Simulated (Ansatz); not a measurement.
# PtSe2 (Sudovikovite) (P-3m1) in Ansatz: a series of runs, part 2 of 2

Ansatz 0.2.0. Earlier steps stand in the parts before.

## (5) Phonons, PBEsol+D3(BJ)+ATM+U

The input, input.yaml:

```yaml
crystal:
  lattice:
    - [3.724, 0.0, 0.0]
    - [-1.862, 3.2250786037, 0.0]
    - [0.0, 0.0, 5.062]
  atoms:
    - { symbol: Pt, position_ang: [0.0, 0.0, 0.0] }
    - { symbol: Se, position_ang: [1.8620000002, 1.0750262011, 3.7965] }
    - { symbol: Se, position_ang: [-2.0e-10, 2.1500524026, 1.2655] }
kpoints:
  mp_grid: { grid: [8, 8, 5] }
scf:
  occupations: { method: fermi_dirac, width: 0.01 }
hamiltonian:
  xc: pbesol
  dispersion: d3bjatm
  pseudopotentials:
    kind: all_electron
    lapw: { basis_error: 0.0005, muffin_tin_radii: { Pt: 1.123, Se: 1.123 } }
  hubbard:
    sites: [{ species: Pt, l: d, u_eff: 7 }]
    double_counting: fll
    projectors: ortho-atomic
output: {}
phonons:
  method: fd
  supercell: [1, 1, 1]
```

Potentials or basis: all-electron LAPW, scalar-relativistic.

Run with:

```bash
ansatz run input.yaml --threads 2 --pin off --max-ram 6144MiB --backend cpu --events-out ev --progress --plain --runs-dir out
```

Output:

```text
Warning: RAYON_NUM_THREADS=2 ignored (pool sized by the plan → 2); use --threads N
Pt: projections on atomic orbitals take those of the free atom 1s2 2s2 2p6 3s2 3p6 3d10 4s2 4p6 4d10 4f14 5s2 5p6 5d9 6s1, of charge +0.00 (hamiltonian.pseudopotentials.projection_atoms)
Se: projections on atomic orbitals take those of the free atom 1s2 2s2 2p6 3s2 3p6 3d10 4s2 4p4, of charge +0.00 (hamiltonian.pseudopotentials.projection_atoms)
LAPW: plane waves up to 11.285 Å⁻¹, error target 5.0e-4 eV per atom; small_component_spin mean_spin; Se in spheres of 1.123 Å, 24 of its electrons in bands, Dirac shells []; Pt in spheres of 1.123 Å, 50 of its electrons in bands, Dirac shells [] (how accurate: hamiltonian.pseudopotentials.lapw.basis_error, Limitations)
Engine: ansatz 0.2.0, aarch64-unknown-linux-gnu
[... 174 lines left out ...]
Occupation matrices written to <dir>
--- Phonons: 3 displaced members + reference (amplitude 0.000625 Å, Σ member SCF iterations 24) ---
  symmetry images taken by strict's conditions (phonons.symmetry_images: auto; settled by no image being taken that strict refuses)
  ASR residual: 1.666e-3 → 0.000e0 eV/Å²; symmetrization residual: 1.988e-4 eV/Å²
  pairwise dispersion correction: d3bjatm (s6 = 1.0, s8 = 2.9491, s9 = 1.0, a1 = 0.4466, a2_bohr = 6.1742), with the weights of each atom's references fixed at the reference crystal's, and the forces and stress that the weights' published response gives there kept as a pressure on the atom's counted neighbours (hamiltonian.dispersion)
  largest component of a force at the reference: 5.5e-1 eV/Å
  ASR residual per site (eV/Å²): 1.67e-3 1.74e-4 1.74e-4
  Γ frequencies (cm⁻¹): 0.00 0.00 0.00 123.15 123.15 190.32 225.60 225.60 228.91
  density of states and harmonic sums: on the 19×19×12 q-mesh, interpolated from the force constants of a 1×1×1 supercell (no non-analytic term)
  largest difference from the sums on the solved wave vectors: F 5.18e-1 eV, S 7.67e-4 and C_V 2.49e-4 eV/K
  zero-point energy: 0.083255 eV/cell   skipped modes (ω ≤ 0): 73, of them read as no rigid motion or as one in doubt: 70 (1.103e-1 modes/cell left out, lowest -55.72 cm⁻¹)   left out of the sums: 1.23e-2 of the cell's modes: C_V's classical limit lies that fraction below 3 k_B per atom; for a crystal, a wire or a layer, F and S can be off by more, and a phonons.interpolated_qmesh denser along its periods is the remedy for the sampling
```

Wall time 17 min (2 threads of Arm Neoverse V2, shared host); peak memory 1.5 GiB.

Results:

* Free energy: -632979.0417 eV
* Largest force: 0.549 eV/Å
* Band gap on the k mesh: none (metal or under the smearing width)
* Highest phonon frequency at Γ: 229 cm⁻¹

Forces in eV/Å, atoms in the order of the input:
```
Pt   0.000  0.000  0.000
Se   0.000  0.000 -0.549
Se   0.000  0.000  0.549
```

Phonon frequencies in cm⁻¹ (negative: imaginary):
```csv
q point,frequencies
"(0.000, 0.000, 0.000)",0 0 0 123 123 190 226 226 229
```

Caveat: a metal's response needs a denser mesh; U is the effective U less J, on atomic orbitals that reach past the spheres; U without spin polarisation on a metal has little footing; pairwise dispersion overbinds metals, which lowers pressure and volume.

## (6) Optical spectrum, BLYP+D4, spin-orbit coupling, no magnetisation (volume scaled by 0.92)

The input, input.yaml:

```yaml
crystal:
  lattice:
    - [3.6219207888, 0.0, 0.0]
    - [-1.8109603944, 3.1366754136, 0.0]
    - [0.0, 0.0, 4.9232446383]
  atoms:
    - { symbol: Pt, position: [0.0, 0.0, 0.0] }
    - { symbol: Se, position: [0.6666666667, 0.3333333333, 0.75] }
    - { symbol: Se, position: [0.3333333333, 0.6666666667, 0.25] }
kpoints:
  mp_grid: { grid: [6, 6, 4] }
scf:
  occupations: { method: fermi_dirac, width: 0.01 }
hamiltonian:
  xc: blyp
  dispersion: d4
  pseudopotentials: { kind: all_electron, lapw: { basis_error: 0.002 } }
magnetization:
  noncollinear: true
  spin_orbit: true
output:
  eigenvalues: true
  optics:
    e_range: [0, 8]
    de: 0.1
    sigma: 0.15
    nscf_kmesh: { grid: [6, 6, 4] }
    bands: { spectra_wanted_up_to: 8 }
```

Potentials or basis: all-electron LAPW, relativistic spinors.

Run with:

```bash
ansatz run input.yaml --threads 2 --pin off --max-ram 6144MiB --backend cpu --events-out ev --progress --plain --runs-dir out
```

Output:

```text
Warning: RAYON_NUM_THREADS=2 ignored (pool sized by the plan → 2); use --threads N
LAPW: plane waves up to 9.081 Å⁻¹, error target 2.0e-3 eV per atom; Dirac's equation on spinors; Se in spheres of 1.166 Å, 24 of its electrons in bands; Pt in spheres of 1.261 Å, 42 of its electrons in bands (how accurate: hamiltonian.pseudopotentials.lapw.basis_error, Limitations)
[... 73 lines left out ...]
  k-point 2: bands = ["-296.7437", "-296.7437", "-296.7318", "-296.7318", "-279.9227", "-279.9227", "-279.9154", "-279.9154", "-279.8548", "-279.8548", "-191.2204", "-191.2204", "-191.2204", "-191.2204", "-134.8097", "-134.8097", "-134.8097", "-134.8097", "-128.9393", "-128.9393", "-128.9393", "-128.9393", "-128.9191", "-128.9191", "-128.9191", "-128.9191", "-82.2784", "-82.2784", "-52.4740", "-52.4740", "-52.4651", "-52.4651", "-52.3996", "-52.3996", "-49.0387", "-49.0387", "-49.0056", "-49.0056", "-48.9922", "-48.9922", "-48.9339", "-48.9339", "-47.6296", "-47.6296", "-32.7062", "-32.7062", "-32.6276", "-32.6276", "-31.7069", "-31.7069", "-31.6889", "-31.6889", "-31.6847", "-31.6847", "-31.6751", "-31.6751", "-30.8177", "-30.8177", "-30.8134", "-30.8134", "-30.8001", "-30.8001", "-30.7901", "-30.7901", "-30.7881", "-30.7881", "-30.7869", "-30.7869", "1.6384", "1.6384", "2.9773", "2.9773", "10.1329", "10.1329", "10.4423", "10.4423", "11.4434", "11.4434", "12.9415", "12.9415", "13.0376", "13.0376", "14.2217", "14.2217", "15.6267", "15.6267", "15.8838", "15.8838", "16.0795", "16.0795", "20.0796", "20.0796", "20.1371", "20.1371", "22.2774", "22.2774", "24.0208", "24.0208", "24.4449", "24.4449", "24.8216", "24.8216", "26.8414", "26.8414", "27.5697", "27.5697", "27.7051", "27.7051"]
  k-point 23: bands = ["-296.7437", "-296.7437", "-296.7318", "-296.7318", "-279.9227", "-279.9227", "-279.9154", "-279.9154", "-279.8548", "-279.8548", "-191.2204", "-191.2204", "-191.2204", "-191.2204", "-134.8097", "-134.8097", "-134.8097", "-134.8097", "-128.9393", "-128.9393", "-128.9393", "-128.9393", "-128.9191", "-128.9191", "-128.9191", "-128.9191", "-82.2781", "-82.2781", "-52.4740", "-52.4740", "-52.4651", "-52.4651", "-52.3996", "-52.3996", "-49.0387", "-49.0387", "-49.0057", "-49.0057", "-48.9922", "-48.9922", "-48.9339", "-48.9339", "-47.6321", "-47.6321", "-32.7122", "-32.7122", "-32.6336", "-32.6336", "-31.7060", "-31.7060", "-31.6983", "-31.6983", "-31.6822", "-31.6822", "-31.6766", "-31.6766", "-30.8151", "-30.8151", "-30.8141", "-30.8141", "-30.7992", "-30.7992", "-30.7971", "-30.7971", "-30.7862", "-30.7862", "-30.7846", "-30.7846", "3.2819", "3.2819", "3.3559", "3.3559", "10.2541", "10.2541", "10.3921", "10.3921", "10.6654", "10.6654", "12.2693", "12.2693", "12.5492", "12.5492", "12.8940", "12.8940", "13.4353", "13.4353", "14.7096", "14.7096", "14.9002", "14.9002", "19.6980", "19.6980", "19.7858", "19.7858", "24.5743", "24.5743", "24.8477", "24.8477", "25.2627", "25.2627", "25.3655", "25.3655", "27.8428", "27.8428", "28.0768", "28.0768", "28.2390", "28.2390"]
```

Wall time 3.7 min (2 threads of Arm Neoverse V2, shared host); peak memory 0.84 GiB.

Results:

```yaml
Free_energy: -634175.1504 eV
Band_gap_on_the_k_mesh: none (metal or under the smearing width)
```

Levels at points of the mesh, in eV from the Fermi level:
| k point | band 86 | band 87 | band 88 | band 89 | band 90 | band 91 | band 92 | band 93 | band 94 | band 95 |
| --- | --- | --- | --- | --- | --- | --- | --- | --- | --- | --- |
| (0.00, 0.00, 0.00) | -1.59 | -0.99 | -0.99 | 0.36 | 0.36 | 1.48 | 1.48 | 1.58 | 1.58 | 3.54 |
| (0.00, 0.00, -0.50) | -1.96 | -1.70 | -1.70 | -1.51 | -1.51 | 2.49 | 2.49 | 2.55 | 2.55 | 4.69 |
| (0.00, -0.50, 0.00) | -3.82 | -3.71 | -3.71 | -3.07 | -3.07 | 0.72 | 0.72 | 2.56 | 2.56 | 5.08 |
| (0.00, -0.50, -0.50) | -3.34 | -3.26 | -3.26 | -1.52 | -1.52 | 1.00 | 1.00 | 1.77 | 1.77 | 4.72 |

Dielectric function (mean over the directions given):
```
energy (eV)  real part  imaginary part
       0.30      31.88            0.51
       0.50      35.25            0.01
       0.80      51.00            6.49
       1.00      54.98           31.68
       1.30      -4.68           54.09
       1.60      14.04            2.28
       1.80      31.11           26.01
       2.10       7.26           29.83
       2.40      -7.98           20.16
       2.60       1.20            9.74
       2.90       4.03           22.48
       3.20      -2.88           20.70
       3.40      -4.66            9.89
       3.70      -6.22           11.94
       4.00      -1.02            6.97
       4.20      -1.86            7.71
       4.50       0.79            6.48
       4.80       0.20            7.33
       5.00      -0.77            5.73
       5.30       3.88            4.58
       5.60       1.95            8.11
       5.80      -0.65            8.55
       6.10       1.70            4.86
       6.40       2.09            6.99
       6.60      -0.10            8.26
       6.90       0.08            5.07
       7.20       0.95            5.80
       7.40       0.03            5.65
       7.70       1.38            6.21
       8.00       0.47            6.97
```

Caveat: local fields are left out; the k mesh is thin for a metal, which can move the energy by tens of meV per atom; spectra need much finer meshes, so this one isn't converged; independent-particle spectra lack excitons; the intraband (Drude) part of a metal's response may be missing; pairwise dispersion overbinds metals, which lowers pressure and volume.

## (7) Overview

| task | level | potentials or basis | spin | U | cell | k mesh | cutoff (eV) | smearing | sphere radius (all atoms) | start of the occupations | double counting | hubbard projectors | empty bands summed for spectra up to | basis error allowed | other keys | gap on the mesh (eV) | pressure (GPa) | largest force (eV/Å) |
| --- | --- | --- | --- | --- | --- | --- | --- | --- | --- | --- | --- | --- | --- | --- | --- | --- | --- | --- |
| band structure | rPW86-PBE+D3(BJ) | all-electron LAPW, scalar-relativistic | off | - | atoms moved at random | 8 × 8 × 5 | 466 | fermi-dirac 0.1 eV | 1.109 Å | - | - | - | - | 0.001 eV/atom | hamiltonian.pseudopotentials.lapw.muffin_tin_radii = 1.109 | - | 11.6 | 3.88 |
| optical spectrum | revPBE+D3(BJ)+ATM+U | all-electron LAPW, scalar-relativistic | off | Pt d U = 6 eV | as given | - | 317 | cold 0.01 eV | - | auto | amf | atomic | 10 eV | 0.001 eV/atom | - | none | - | - |
| projected density of states | LDA+U | all-electron LAPW, scalar-relativistic | off | Pt d U = 7 eV | as given | 8 × 8 × 5 | 293 | fermi-dirac 0.05 eV | - | auto | fll | ortho-atomic | - | 0.002 eV/atom | - | - | 0.2 | 0.39 |
| phonons | PBEsol+D3(BJ)+ATM+U | all-electron LAPW, scalar-relativistic | off | Pt d U = 7 eV | as given | 8 × 8 × 5 | 485 | fermi-dirac 0.01 eV | 1.123 Å | auto | fll | ortho-atomic | - | 0.0005 eV/atom | hamiltonian.pseudopotentials.lapw.muffin_tin_radii = 1.123 | none | - | 0.55 |
| optical spectrum | BLYP+D4 | all-electron LAPW, relativistic spinors | SOC, no magnetisation | - | volume scaled by 0.92 | 6 × 6 × 4 | 314 | fermi-dirac 0.01 eV | - | - | - | - | 8 eV | 0.002 eV/atom | - | none | - | - |

Caveats: pairwise dispersion overbinds metals, which lowers pressure and volume (some runs); U is the effective U less J, on atomic orbitals that reach past the spheres (some runs); U without spin polarisation on a metal has little footing (some runs); spin-orbit coupling is left out, which moves the levels of the heavy elements (some runs); local fields are left out (some runs); independent-particle spectra lack excitons (some runs); the intraband (Drude) part of a metal's response may be missing (some runs).

Compare energies only between runs with the same functional and basis.
